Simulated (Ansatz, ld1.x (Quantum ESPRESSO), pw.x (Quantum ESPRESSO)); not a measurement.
## Which Sr potential is closest to all-electron in the bcc crystal?

All use PBE, scalar-relativistic, no spin, cutoffs from each file’s atomic test, pw.x 7.5; 10³ k-points, Fermi–Dirac smearing 0.01 Ry. Δ is the rms difference from all-electron LAPW of the E(V) curves that follow from fits to the pressures, over ±6 % in volume. Mesh and smearing are coarse and serve the comparison alone. The files are a selection: those with a ghost or negative overlap were mostly not run, and those with noisy or unconverged pressures or nearly equal Δ are left out.

All-electron: a0 = 4.780 Å (V0 = 54.61 Å³/atom), B0 = 11.4 GPa.

(1) Rank them by Δ, smallest first.
A. PAW, ld1.x (Quantum ESPRESSO) 7.5, PBE; core [Ar] 3d10, reference 4s2 4p6 4d0 5s1.75 5p0; waves: 4s (bound): rcut 2.00, rcutus 2.75 bohr; 5s (bound): rcut 2.00, rcutus 2.75 bohr; 4p (bound): rcut 2.10, rcutus 2.90 bohr; 5p (bound, empty): rcut 2.10, rcutus 2.90 bohr; 4d (bound, empty): rcut 3.30, rcutus 4.00 bohr; 4d channel at 0.9 Ry: rcut 3.30, rcutus 4.00 bohr; local part: all-electron potential smoothed inside 3.75 bohr (lloc = -1); core correction: none; augmentation: BESSEL, radius 1.65 bohr.
B. PAW, ld1.x (Quantum ESPRESSO) 7.5, PBE; core [Ar] 3d10, reference 4s2 4p6 4d0 5s2 5p0; waves: 4s (bound): rcut 1.85, rcutus 2.25 bohr; 5s (bound): rcut 1.85, rcutus 2.25 bohr; 4p (bound): rcut 2.10, rcutus 2.50 bohr; 5p (bound, empty): rcut 2.10, rcutus 2.50 bohr; 4d (bound, empty): rcut 3.20, rcutus 3.85 bohr; 4d channel at 1.45 Ry: rcut 3.20, rcutus 3.85 bohr; local part: all-electron potential smoothed inside 2.25 bohr (lloc = -2); core correction: Bessel-smoothed model core inside 2.20 bohr; augmentation: BESSEL, radius 1.90 bohr.
C. norm-conserving RRKJ (Kleinman–Bylander form), ld1.x (Quantum ESPRESSO) 7.5, PBE; core [Kr], reference 4d0 5s1.5 5p0; waves: 5p (bound, empty): rc 3.70 bohr; 4d (bound, empty): rc 3.75 bohr; 5s (bound): rc 3.40 bohr; local part: the s channel; core correction: none; rho0 0.02.

Answers

(1) B (0.5 meV/atom), A (1.9 meV/atom), C (4.4 meV/atom).
